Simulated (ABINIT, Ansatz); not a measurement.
# SiC (P6_3mc): changed settings of a GW run in ABINIT, part 2 of 2

A base run on SiC (P6_3mc), then changed inputs.

ABINIT 10.8.3; PBE and many-body steps on it, plane waves. Known limits of the many-body steps: not at the basis limit; coarse k mesh.

So far. Step 2 (Screening, 6×6×1 mesh, 348 bands, screening to 176.9 eV): Local fields lower ε∞ by 9 %. On a Γ-centred mesh this coarse the value itself is usually too large, while a short band sum pulls it down. Step 3 (Base): The gap on the mesh goes from 2.03 eV to 2.71 eV, a correction of +0.69 eV.

### 5. A keyword of another program

Level of this step: G0W0 on PBE, plane waves, norm-conserving pseudopotentials (ABINIT).

File run.abi:

```
acell 3*1.0 Angstrom
rprim 
  3.076621010229 -0.000000000007 0.000000000000
  -1.538310505109 2.664431952678 0.000000000000
  0.000000000000 0.000000000000 15.098084320000
ntypat 2
znucl 14 6
natom 12
typat 1 1 1 1 1 1 2 2 2 2 2 2
xred 
  0.333333333333 0.666666666667 0.832986150000
  0.666666666667 0.333333333333 0.332986150000
  0.666666666667 0.333333333333 0.666500600000
  0.333333333333 0.666666666667 0.166500600000
  0.000000000000 0.000000000000 0.499729420000
  0.000000000000 0.000000000000 0.999729420000
  0.000000000000 0.000000000000 0.874366410000
  0.000000000000 0.000000000000 0.374366410000
  0.333333333333 0.666666666667 0.707996780000
  0.666666666667 0.333333333333 0.207996780000
  0.666666666667 0.333333333333 0.541521640000
  0.333333333333 0.666666666667 0.041521640000
pp_dirpath "pseudos"
pseudos "Si.upf, C.upf"
ecut 37
ngkpt 6 6 1
nshiftk 1
shiftk 0 0 0
kptopt 1
chksymbreak 0
istwfk *1
occopt 1
irdwfk 1
optdriver 4
nband 348
gwcalctyp 0
ecutsigx 37
symsigma 1
nkptgw 2
kptgw 
  0.0000000000 0.0000000000 0.0000000000
  0.5000000000 0.0000000000 0.0000000000
bdgw 
  23 26
  23 26
ecuteps 6.5
irdscr 1
ppmodel 1
ENCUTGW 100
indata_prefix "in"
outdata_prefix "out"
tmpdata_prefix "tmp"
```

Started as:

```bash
$ OMP_NUM_THREADS=1 mpirun -n 16 abinit run.abi > log
```

What it wrote:

```text
.Version 10.8.3 of ABINIT. v10.8.2 released Aug 2026.

 Symmetries : space group P6_3 m c (#186); Bravais hP (primitive hexag.)
================================================================================
 Values of the parameters that define the memory need of the present run
     intxc =       0    ionmov =       0      iscf =       7    lmnmax =       6
     lnmax =       6     mgfft =     160  mpssoang =       3    mqgrid =    7813
     natom =      12  nloc_mem =       1    nspden =       1   nspinor =       1
    nsppol =       1      nsym =      12    n1xccc =    2501    ntypat =       2
    occopt =       1   xclevel =       2
-    mband =         348        mffmem =           1         mkmem =           1
       mpw =        9054          nfft =      163840          nkpt =           7
================================================================================
  Rough estimation (10% accuracy) of disk space for files :
================================================================================

--------------------------------------------------------------------------------
------------- Echo of variables that govern the present computation ------------
--------------------------------------------------------------------------------
 -outvars: echo values of preprocessed input variables --------
            acell      1.8897261259E+00  1.8897261259E+00  1.8897261259E+00 Bohr

             bdgw          23      26      23      26
      chksymbreak           0
             ecut      3.70000000E+01 Hartree
          ecuteps      6.50000000E+00 Hartree
         ecutsigx      3.70000000E+01 Hartree
          ecutwfn      3.70000000E+01 Hartree
-          fftalg         312
           irdscr           1
           irdwfk           1

[...]
npweps         675
          npwsigx        8941
           npwwfn        8941
             nsym          12
           ntypat           2
              occ      2.000000  2.000000  2.000000  2.000000  2.000000  2.000000
                       2.000000  2.000000  2.000000  2.000000  2.000000  2.000000
                       2.000000  2.000000  2.000000  2.000000  2.000000  2.000000
                       2.000000  2.000000  2.000000  2.000000  2.000000  2.000000
[...]
[... 47 further rows ...]
                       0.000000  0.000000  0.000000  0.000000  0.000000  0.000000
                       0.000000  0.000000  0.000000  0.000000  0.000000  0.000000
        optdriver           4
            rprim      3.0766210102E+00 -7.0000000000E-12  0.0000000000E+00
[...]
spgroup         186

             xred      3.3333333333E-01  6.6666666667E-01  8.3298615000E-01
[...]
6.6666666667E-01  3.3333333333E-01  5.4152164000E-01
                       3.3333333333E-01  6.6666666667E-01  4.1521640000E-02
            znucl       14.00000    6.00000

================================================================================

 chkinp: Checking input parameters for consistency.

--- !ERROR
message: |
    Found token: `ENCUTGW` in the input file.
    This name is not one of the registered input variable names (see
    Action: check your input file. Perhaps you mistyped the input variable,
    or specified "img", although this was not permitted for this input variable.

--- !ERROR
message: |
    Found token: `ENCUTGW` in the input file.
    This name is not one of the registered input variable names (see
    Action: check your input file. Perhaps you mistyped the input variable,
    or specified "img", although this was not permitted for this input variable.

--- from the log ---
Found token: `ENCUTGW` in the input file.
    This name is not one of the registered input variable names (see
    Action: check your input file. Perhaps you mistyped the input variable,
    or specified "img", although this was not permitted for this input variable.
```

The job ended after 1.5 s (16 MPI ranks of AMD EPYC 7R43, shared host; peak memory 0.05 GiB).

The run stopped with an error after 1.5 s.

The program's words: Found token: `ENCUTGW` in the input file. This name is not one of the registered input variable names (see Action: check your input file. Perhaps you mistyped the input variable, or specified "img", although this was not permitted for this input variable.

The fault put into this input: a keyword of another program.

### 6. The runs together

Times are wall times on 16 MPI ranks of AMD EPYC 7R43, shared host, good to a factor of about two. A run's time includes the screening step that it read.

```csv
run,mesh,bands,screening cutoff (eV),DFT gap (eV),gap on the mesh (eV),direct (eV),ε∞ used,time
base,6×6×1,348,176.9,2.027,2.712,3.960,6.96,2.7 min
smaller part of the screening matrix,6×6×1,348,87.1,2.027,2.579,3.840,6.96,2.3 min
```

### 7. Summary of results

```
base                                 : 2.712 eV
smaller part of the screening matrix : 2.579 eV
known limits                         : not at the basis limit; coarse k mesh
```

**Reading.** Smaller part of the screening matrix: −0.133 eV against base (keys changed: ecuteps). Bands and cutoff are finite, so the gap is not at the basis limit. The miss can reach some tenths of an eV and take either sign; the mesh is an error of its own. In the G0W0 runs levels were corrected at 2 k points alone, so a gap called «on the mesh» is the least over those, and an edge elsewhere would be missed. The 6×6×1 mesh is coarse for this cell, which bears on the long-range parts of exchange and screening.

[Paths, hosts, dates, memory and timing lines, banners, echoed tables and standing remarks are left out of the program output.]

[Logs are printed without paths, hosts, clocks, repeated set-up lines and the standing remarks that a program may print on its own settings, such as how far it seeks lower states.]

[Runs of the session that timed out or met a known fault of the program may be left out.]

[Hosts, paths, dates, database ids (printed as entryN), source tags and the programs' standing remarks are cut or masked in the printed files.]

[G0W0 gaps are taken among the corrected bands and points alone; a level outside them can change the order at an edge.]

[Where Ansatz stands beside ABINIT at settings called matched, ABINIT's density can come from a denser mesh and the files from another edition; pairs whose starting gaps differed by over 0.03 eV were left out, so agreement reads better than it is.]
